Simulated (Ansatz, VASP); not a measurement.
# One calculation of InSb, two programs

INCAR

```
ALGO = Normal
EDIFF = 1E-8
ENCUT = 520
GGA = PS
ISIF = 2
ISMEAR = -1
LASPH = T
LCHARG = F
LEFG = T
LREAL = F
LWAVE = F
NBANDS = 16
NELM = 60
PREC = Accurate
SIGMA = 0.05
```

KPOINTS

```
k-points
0
Gamma
  9 9 9
```

POSCAR

```
InSb
1.0
    0.0000000000      3.2282668087      3.2282668087
    3.2282668087      0.0000000000      3.2282668087
    3.2282668087      3.2282668087      0.0000000000
In Sb
1 1
Direct
    0.0000000000      0.0000000000      0.0000000000
    0.7500000000      0.7500000000      0.7500000000
```

Input for Ansatz:

```yaml
crystal:
  lattice:
    - [0.0, 3.2282668087, 3.2282668087]
    - [3.2282668087, 0.0, 3.2282668087]
    - [3.2282668087, 3.2282668087, 0.0]
  atoms:
    - { symbol: In, position: [0.0, 0.0, 0.0] }
    - { symbol: Sb, position: [0.75, 0.75, 0.75] }
kpoints:
  mp_grid: { grid: [9, 9, 9] }
scf:
  occupations: { method: fermi_dirac, width: 0.05 }
hamiltonian:
  xc: pbesol
  pseudopotentials: { kind: paw }
output:
  forces: true
  stress: true
  eigenvalues: true
  efg: { contact_densities: true }
```

Change from the starting cell: volume scaled by 0.99, PAW files.

Alike in both runs: task electric field gradients; functional PBEsol; k mesh 9 × 9 × 9; occupations fermi-dirac, width 0.05 eV; no spin polarisation.

|  | VASP | Ansatz |
| --- | --- | --- |
| version | VASP 6.6.1 | Ansatz 0.2.0 |
| potentials or method | VASP PAW PBE potentials, release 64 (In_d, Sb) | PAW with Ansatz's default frozen-core files, scalar-relativistic |
| plane-wave cutoff (eV) | 520 | 420 |
| valence electrons in the cell | 18 | 28 |

```csv
,VASP,Ansatz,Ansatz less VASP
pressure (GPa),1.4,1.3,-0.02
Vzz of the field gradient on the site that differs most (V/Å²),0.0,0.0,0.00
```

The functional is the same, so the differences come from potentials, cutoffs and numerics. The two sets of potentials don't hold the same shells in valence. Ansatz warned: «gradients_without_spin_orbit».

Caveats: the PAW data sets were made with another functional, which shifts forces and pressure a little (VASP). Spin-orbit coupling is left out, which matters for the levels of Sb.
